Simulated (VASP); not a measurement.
# WC (P-6m2) in VASP: further runs

One crystal, WC, is run at these levels: PBE; tasks: single point.

All numbers are computed with VASP 6.6.1; they aren't measurements. Logs are shortened: lines on timing, memory, paths and dates and some standing lists are left out, and cuts for length are marked.

## Step 1: The crystal as given

Symmetry: P-6m2, No. 187, hexagonal system. The conventional cell has a = 2.907 Å, b = 2.907 Å, c = 2.837 Å, α = 90.00°, β = 90.00°, γ = 120.00°. W (site symmetry -6m2) is surrounded by 6 C at 2.20 Å. C (site symmetry -6m2) is surrounded by 6 W at 2.20 Å.

## Step 2: Single point, PBE

File INCAR:

```
SYSTEM = WC
ALGO     = Fast           ! electronic algorithm
EDIFF    = 1E-7           ! SCF threshold, eV
ENCUT    = 450            ! plane-wave cutoff, eV
GGA      = PE             ! functional
ISIF     = 2              ! what is computed and relaxed
ISMEAR   = 0              ! smearing method
LASPH    = .True.         ! aspherical terms in the spheres
LCHARG   = .False.        ! write CHGCAR
LREAL    = .False.        ! projectors in reciprocal space
LWAVE    = .False.        ! write WAVECAR
NELM     = 100            ! most SCF steps
PREC     = Accurate       ! precision mode
SIGMA    = 0.1            ! smearing width, eV
```

File KPOINTS:

```
k-points
0
Gamma
  12 12 10
  0 0 0
```

File POSCAR:

```
WC
1.0
    2.9065000000      0.0000000000      0.0000000000
   -1.4532500000      2.5171028400      0.0000000000
    0.0000000000      0.0000000000      2.8366000000
W C
1 1
Direct
    0.0000000000      0.0000000000      0.0000000000
    0.6666666700      0.3333333300      0.5000000000
```

Potentials or basis: VASP PAW PBE potentials, release 64 (W_sv, C).

Started as:

```console
> cat potpaw_PBE.64/W_sv/POTCAR potpaw_PBE.64/C/POTCAR > POTCAR
> mpirun -np 1 vasp_std > vasp.out
```

OUTCAR:

```text
SYSTEM = WC
   EDIFF = 1E-7
   ENCUT = 450
   GGA = PE
   ISIF = 2
   ISMEAR = 0
   LASPH = .True.
   LREAL = .False.
   NELM = 100
   PREC = Accurate

 ion  position               nearest neighbor table
   1  0.000  0.000  0.000-   2 2.20   2 2.20   2 2.20   2 2.20   2 2.20   2 2.20
   2  0.667  0.333  0.500-   1 2.20   1 2.20   1 2.20   1 2.20   1 2.20   1 2.20

  LATTYP: Found a hexagonal cell.
 ALAT       =     2.9065000000
 C/A-ratio  =     0.9759504559

  Lattice vectors:

 A1 = (   2.9065000000,   0.0000000000,   0.0000000000)
 A2 = (  -1.4532500000,   2.5171028400,   0.0000000000)
 A3 = (   0.0000000000,   0.0000000000,   2.8366000000)

Analysis of symmetry for initial positions (statically):
=====================================================================
 Subroutine PRICEL returns:
 Original cell was already a primitive cell.

 Routine SETGRP: Setting up the symmetry group for a
 hexagonal supercell.

 Subroutine GETGRP returns: Found 12 space group operations
 (whereof 12 operations were pure point group operations)
 out of a pool of 24 trial point group operations.

The static configuration has the point symmetry D_3h.

Analysis of symmetry for dynamics (positions and initial velocities):
=====================================================================
 Subroutine PRICEL returns:
 Original cell was already a primitive cell.

 Routine SETGRP: Setting up the symmetry group for a
 hexagonal supercell.

 Subroutine GETGRP returns: Found 12 space group operations
 (whereof 12 operations were pure point group operations)
 out of a pool of 24 trial point group operations.

The dynamic configuration has the point symmetry D_3h.

 Subroutine INISYM returns: Found 12 space group operations
 (whereof 12 operations are pure point group operations),
 and found     1 'primitive' translations

----------------------------------------------------------------------------------------

                                     Primitive cell

  volume of cell :      20.7525

  direct lattice vectors                    reciprocal lattice vectors
     2.906500000  0.000000000  0.000000000     0.344056425  0.198641069  0.000000000
    -1.453250000  2.517102840  0.000000000     0.000000000  0.397282139  0.000000000
     0.000000000  0.000000000  2.836600000     0.000000000  0.000000000  0.352534725

  length of vectors
     2.906500000  2.906500003  2.836600000     0.397282139  0.397282139  0.352534725

  position of ions in fractional coordinates (direct lattice)
     0.000000000  0.000000000  0.000000000
     0.666666670  0.333333330  0.500000000

  ion indices of the primitive-cell ions
   primitive index   ion index
                 1           1
                 2           2

----------------------------------------------------------------------------------------

 KPOINTS: k-points

Automatic generation of k-mesh.
 Grid dimensions read from file:
 generate k-points for:   12   12   10

 Generating k-lattice:

  Cartesian coordinates                     Fractional coordinates (reciprocal lattice)
     0.028671369  0.016553422  0.000000000     0.083333333  0.000000000  0.000000000
     0.000000000  0.033106845  0.000000000     0.000000000  0.083333333  0.000000000
     0.000000000  0.000000000  0.035253472     0.000000000  0.000000000  0.100000000

  Length of vectors
     0.033106845  0.033106845  0.035253472

  Shift w.r.t. Gamma in fractional coordinates (k-lattice)
     0.000000000  0.000000000  0.000000000

 Subroutine IBZKPT returns following result:
 ===========================================

 Found    114 irreducible k-points:

 Following reciprocal coordinates:
            Coordinates               Weight
  0.000000  0.000000  0.000000      1.000000
  0.083333  0.000000  0.000000      6.000000
  0.166667  0.000000  0.000000      6.000000
  0.250000  0.000000  0.000000      6.000000
  0.333333  0.000000  0.000000      6.000000
  0.416667  0.000000  0.000000      6.000000
[... 16 lines left out ...]
  0.250000  0.000000  0.100000     12.000000
  0.333333  0.000000  0.100000     12.000000
 [... further k-points ...]
   k-points           NKPTS =    114   k-points in BZ     NKDIM =    114   number of bands    NBANDS=     13
   number of dos      NEDOS =    301   number of ions     NIONS =      2
   total plane-waves  NPLWV =   8000
   dimension x,y,z NGX =    20 NGY =   20 NGZ =   20
   dimension x,y,z NGXF=    40 NGYF=   40 NGZF=   40
   ions per type =               1   1
   NGX,Y,Z   is equivalent  to a cutoff of  11.44, 11.44, 11.72 a.u.
   NGXF,Y,Z  is equivalent  to a cutoff of  22.88, 22.88, 23.44 a.u.
 SYSTEM =  WC
   PREC   = accura    normal or accurate (medium, high low for compatibility)
   ISTART =      0    job   : 0-new  1-cont  2-samecut
   ICHARG =      2    charge: 1-file 2-atom 10-const
   ISPIN  =      1    spin polarized calculation?
   LNONCOLLINEAR =      F non collinear calculations
   LSORBIT =      F    spin-orbit coupling
   LASPH  =      T    aspherical Exc in radial PAW
   ENCUT  =  450.0 eV  33.07 Ry    5.75 a.u.   5.03  5.03  4.91*2*pi/ulx,y,z
   NELM   =    100;   NELMIN=  2; NELMDL= -5     # of ELM steps
   EDIFF  = 0.1E-06   stopping-criterion for ELM
   LREAL  =      F    real-space projection
   EDIFFG = 0.1E-05   stopping-criterion for IOM
   NSW    =      0    number of steps for IOM
   IBRION =     -1    ionic relax: 0-MD 1-quasi-New 2-CG
   NFREE  =      0    steps in history (QN), initial steepest desc. (CG)
   ISIF   =      2    stress and relaxation
   ISYM   =      2    0-nonsym 1-usesym 2-fastsym
   POTIM  = 0.5000    time-step for ionic-motion
   TEBEG  =    0.0;   TEEND  =   0.0 temperature during run
   PSTRESS=    0.0 pullay stress
   NELECT =      18.0000    total number of electrons
   NUPDOWN=      -1.0000    fix difference up-down
   EMIN   =  10.00;   EMAX   =-10.00  energy-range for DOS
   EFERMI =   0.00;   METHOD = LEGACY
   ISMEAR =     0;   SIGMA  =   0.10  broadening in eV -4-tet -1-fermi 0-gaus
   EFERMI_NEDOS =   21; number of points for ismear=-14 and -15
   IALGO  =     68    algorithm
   IMIX   =      4    mixing-type and parameters
     AMIX     =   0.40;   BMIX     =  1.00
     AMIX_MAG =   1.60;   BMIX_MAG =  1.00
  volume/ion in A,a.u.               =      10.38        70.02
  Fermi-wavevector in a.u.,A,eV,Ry     =   1.561262  2.950358 33.164744  2.437540
  Thomas-Fermi vector in A             =   2.664353
   LORBIT       =      0    0 simple, 1 ext, 2 COOP (PROOUT), +10 PAW based schemes
   GGA     = PE    functional components
   LHFCALC =     F    Hartree Fock is set to
   AEXX    =    0.0000 exact exchange contribution
   IVDW    =     0    specifies the selected vdW correction
   LEPSILON=     F    determine dielectric tensor
   LRPA    =     F    only Hartree local field effects (RPA)
 non-spin polarized calculation
 RMM-DIIS sequential band-by-band and
 Gauss-broadening in eV      SIGMA  =   0.10
  energy-cutoff  :      450.00
  volume of cell :       20.75
 maximum number of plane-waves:       465
 NGX is ok and might be reduce to    20
   NGX =  9   NGY =  9   NGZ =  9

 number of electron      17.9999994 magnetization

 Free energy of the ion-electron system (eV)
  ---------------------------------------------------
  ext. energy  EPLUGINS =         0.00000000
  ---------------------------------------------------
  free energy    TOTEN  =       -22.44638832 eV

  energy without entropy =      -22.44526537  energy(sigma->0) =      -22.44582684

 E-fermi :  11.1471     XC(G=0): -13.8006

 val. band max:       10.9510208514   @ k =   0.4167   0.0833   0.5000
 cond. band min:      11.1513532101   @ k =   0.0000   0.0000   0.1000
 fundamental gap:      0.2003323587
 Fermi energy:        11.1471339917

 k-point     1 :       0.0000    0.0000    0.0000
  band No.  band energies     occupation
      1     -62.9293      2.00000
      2     -26.9100      2.00000
      3     -26.8068      2.00000
      4     -26.8068      2.00000
      5      -3.3727      2.00000
      6       6.7646      2.00000
      7       7.7464      2.00000
      8       7.7464      2.00000
      9      11.1674      0.77410
     10      14.3109      0.00000
     11      14.3109      0.00000
     12      16.7065      0.00000
     13      16.7065      0.00000

 k-point     2 :       0.0833    0.0000    0.0000
  band No.  band energies     occupation
      1     -62.9254      2.00000
      2     -26.9027      2.00000
      3     -26.8644      2.00000
      4     -26.8199      2.00000
      5      -3.1907      2.00000
      6       6.8103      2.00000
      7       7.5092      2.00000
      8       7.9162      2.00000
      9      10.6436      2.00000
     10      14.2452      0.00000
     11      14.8937      0.00000
     12      16.3347      0.00000
     13      16.5773      0.00000

 k-point     3 :       0.1667    0.0000    0.0000
  band No.  band energies     occupation
      1     -62.9148      2.00000
      2     -27.0189      2.00000
      3     -26.8825      2.00000
      4     -26.8552      2.00000
      5      -2.6765      2.00000
      6       6.3945      2.00000
      7       7.5088      2.00000
      8       8.3959      2.00000
      9       9.6766      2.00000
     10      14.0707      0.00000
     11      15.4931      0.00000
     12      15.9866      0.00000
     13      16.2668      0.00000
[... 305 lines left out ...]
 k-point    23 :       0.2500    0.0000    0.1000
  band No.  band energies     occupation
      1     -62.8965      2.00000
      2     -27.2162      2.00000
      3     -26.9256      2.00000
      4     -26.8961      2.00000
      5      -1.7385      2.00000
      6       5.6429      2.00000
      7       7.6163      2.00000
      8       8.7516      2.00000
      9       9.0148      2.00000
     10      13.2034      0.00000
     11      14.9276      0.00000
     12      16.7012      0.00000
     13      16.8283      0.00000

 k-point    24 :       0.3333    0.0000    0.1000
  band No.  band energies     occupation
      1     -62.8819      2.00000
      2     -27.4148      2.00000
      3     -26.9432      2.00000
      4     -26.8963      2.00000
      5      -0.9339      2.00000
      6       4.8241      2.00000
      7       7.4025      2.00000
      8       8.5696      2.00000
      9       9.5151      2.00000
     10      13.3922      0.00000
     11      14.9057      0.00000
     12      16.3874      0.00000
     13      17.2508      0.00000

 [... further k-points ...]

------------------------ aborting loop because EDIFF is reached ----------------------------------------

  FORCE on cell =-STRESS in cart. coord.  units (eV):
  Direction    XX          YY          ZZ          XY          YZ          ZX
  --------------------------------------------------------------------------------------
  -------------------------------------------------------------------------------------
  Total        0.8470785      0.8470785      0.8715210      0.0000000     -0.0000000      0.0000000
  in kB       65.3980563     65.3980565     67.2851211      0.0000000     -0.0000000      0.0000000
  external PRESSURE =      66.0270779 kB  Pullay stress =       0.0000000 kB

 VOLUME and BASIS-vectors are now :
 -----------------------------------------------------------------------------
  energy-cutoff  :      450.00
  volume of cell :       20.75
      direct lattice vectors                 reciprocal lattice vectors
     2.906500000  0.000000000  0.000000000     0.344056425  0.198641069  0.000000000
    -1.453250000  2.517102840  0.000000000     0.000000000  0.397282139  0.000000000
     0.000000000  0.000000000  2.836600000     0.000000000  0.000000000  0.352534725

 POSITION                                       TOTAL-FORCE (eV/Angst)
 -----------------------------------------------------------------------------------
      0.00000      0.00000      0.00000         0.000000      0.000000      0.000000
      1.45325      0.83903      1.41830        -0.000000     -0.000000      0.000000
 -----------------------------------------------------------------------------------
    total drift:                               -0.000004      0.000002      0.000000

  FREE ENERGIE OF THE ION-ELECTRON SYSTEM (eV)
  ---------------------------------------------------
  free  energy   TOTEN  =       -22.4463883155 eV

  energy  without entropy=      -22.4452653710  energy(sigma->0) =      -22.44582684
```

It took 21 s on 1 thread of Intel Xeon Platinum 8488C (Sapphire Rapids), shared host; peak memory 0.14 GiB.

Results:

```yaml
Free_energy: -22.4464 eV
Band_gap_on_the_k_mesh: none (metal or under the smearing width)
```

Caveat: the cutoff is under 1.25 times the usual one of these potentials, so pressure, stress and relaxed cells hold a basis-set (Pulay) error.

(Continued in part 2 of 3.)
